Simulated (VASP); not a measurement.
Write the native input for VASP 6.6.1 that does the following.

```yaml
Task: electric field gradients
Functional: PBE
Potentials_or_basis: VASP PAW PBE potentials, release 64 (Te, Mo_sv)
Cutoff: 520 eV
k_mesh: 3 × 6 × 2
Occupations: gaussian, width 0.02 eV
Spin: no spin polarisation
Further_INCAR_settings: ALGO = Normal; EDIFF = 1e-08
```

The structure of Te2Mo lies in POSCAR:

```
Te2Mo
1.0
    6.3464495577      0.0000000000      0.0000000000
    0.0000000000      3.4942155400      0.0000000000
   -0.5490254083      0.0000000000     14.8561586148
Te Mo
8 4
Direct
    0.0630865700      0.5000000000      0.4013918100
    0.9362609700      0.0000000000      0.5989235800
    0.5672046900      0.0000000000      0.3620628100
    0.4325395100      0.5000000000      0.6382740100
    0.0910474500      0.0000000000      0.1379227500
    0.9094538900      0.5000000000      0.8617520200
    0.5810927600      0.5000000000      0.0985498300
    0.4193469800      0.0000000000      0.9011539900
    0.3196862200      0.0000000000      0.5068268200
    0.6797845000      0.5000000000      0.4935200200
    0.1814915000      0.5000000000      0.0065316300
    0.8190039500      0.0000000000      0.9930897200
```

The cell is a database's computed one.

The input as run:

INCAR

```
PREC = Accurate ; ENCUT = 520
EDIFF = 1E-8 ; ISMEAR = 0
SIGMA = 0.02 ; LREAL = False
LASPH = True ; NELM = 80
ALGO = Normal ; ISIF = 2
LWAVE = False ; LCHARG = False
GGA = PE ; LEFG = True
```

KPOINTS

```
regular mesh
0
Gamma
  3 6 2
```

Potentials or basis: VASP PAW PBE potentials, release 64 (Te, Mo_sv).

Launch:

```sh
$ cat potpaw_PBE.64/Te/POTCAR potpaw_PBE.64/Mo_sv/POTCAR > POTCAR
$ mpirun -np 1 vasp_std > vasp.out
```

Results of the run:

```
Pressure               : 0.7 GPa
Largest force          : 0.232 eV/Å
Band gap on the k mesh : none (metal or under the smearing width)
```

Caveat: this functional lacks dispersion, which binds the layers, so the pressure and a relaxed spacing across them are unreliable.

It took 5 min on 1 thread of Intel(R) Xeon(R) 6975P-C (Granite Rapids), with other jobs on the host, peak memory 0.52 GiB.
